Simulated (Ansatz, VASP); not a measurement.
## H2PbO3: VASP beside Ansatz

INCAR

```
SYSTEM = H2PbO3
ALGO     = Normal         ! electronic algorithm
EDIFF    = 1E-6           ! SCF threshold, eV
EDIFFG   = -0.01          ! ionic threshold
ENCUT    = 600            ! plane-wave cutoff, eV
GGA      = PE             ! functional
IBRION   = 2              ! ionic algorithm
ISIF     = 3              ! what is computed and relaxed
ISMEAR   = 0              ! smearing method
LASPH    = .True.         ! aspherical terms in the spheres
LCHARG   = .False.        ! write CHGCAR
LREAL    = .False.        ! projectors in reciprocal space
LWAVE    = .False.        ! write WAVECAR
NELM     = 100            ! most SCF steps
NSW      = 100            ! ionic steps
PREC     = Accurate       ! precision mode
SIGMA    = 0.1            ! smearing width, eV
```

Contents of KPOINTS:

```
k-points
0
Gamma
  12 12 10
  0 0 0
```

POSCAR

```
H2PbO3
1.0
    4.5857202260      0.0000000000      0.0000000000
   -2.2928601130      3.9713502104      0.0000000000
    0.0000000000      0.0000000000      3.6496739551
H Pb O
2 1 3
Direct
    0.6666666667      0.3333333333      0.2727875774
    0.3333333333      0.6666666667      0.2727875774
    0.0000000000      0.0000000000      0.6795204384
    0.5000000000      0.5000000000      0.3228471189
    0.5000000000      0.0000000000      0.3228471189
    0.0000000000      0.5000000000      0.3228471189
```

Input for Ansatz:

```yaml
crystal:
  lattice:
    - [4.585720226, 0.0, 0.0]
    - [-2.292860113, 3.9713502104, 0.0]
    - [0.0, 0.0, 3.6496739551]
  atoms:
    - { symbol: H, position: [0.6666666667, 0.3333333333, 0.2727875774] }
    - { symbol: H, position: [0.3333333333, 0.6666666667, 0.2727875774] }
    - { symbol: Pb, position: [0.0, 0.0, 0.6795204384] }
    - { symbol: O, position: [0.5, 0.5, 0.3228471189] }
    - { symbol: O, position: [0.5, 0.0, 0.3228471189] }
    - { symbol: O, position: [0.0, 0.5, 0.3228471189] }
basis:
  ecutwfc: 420
kpoints:
  mp_grid: { grid: [12, 12, 10] }
hamiltonian:
  xc: pbe
scf:
  occupations: { method: gaussian, width: 0.1 }
output:
  forces: true
  stress: true
  eigenvalues: true
  write_density: true
  write_potential: true
  elf: true
  volumetric_format: npy
relax:
  adjacent_minimum: "off"
  f_tol: 0.01
  max_steps: 80
  cell: { stress_tol: 0.05 }
```

Change from the starting cell: species swapped into the ErCo3Ge2 type (P6mm, No. 183).

Alike in both runs: task relaxation of cell and atoms; functional PBE; k mesh 12 × 12 × 10; occupations gaussian, width 0.1 eV; no spin polarisation.

|  | VASP | Ansatz |
| --- | --- | --- |
| version | VASP 6.6.1 | Ansatz 0.2.0 |
| potentials or method | VASP PAW PBE potentials, release 64 (H, Pb_d, O) | scalar-relativistic, plane waves, PAW |
| plane-wave cutoff (eV) | 600 | 420 |
| valence electrons in the cell | 34 | 34 |

|  | VASP | Ansatz | Ansatz less VASP |
| --- | --- | --- | --- |
| gap on the k mesh at the Fermi level, each at its own relaxed structure (eV) | none | none | - |
| relaxed volume (Å³/atom) | 11.14 | 11.28 | +0.140 |
| relaxed cell length with the largest relative difference (Å) | 3.675 | 3.718 | +0.0433 |

A gap of «none» marks a metal or a gap that the smearing closes.

The runs have no spin-orbit coupling, so splittings on Pb are missing.
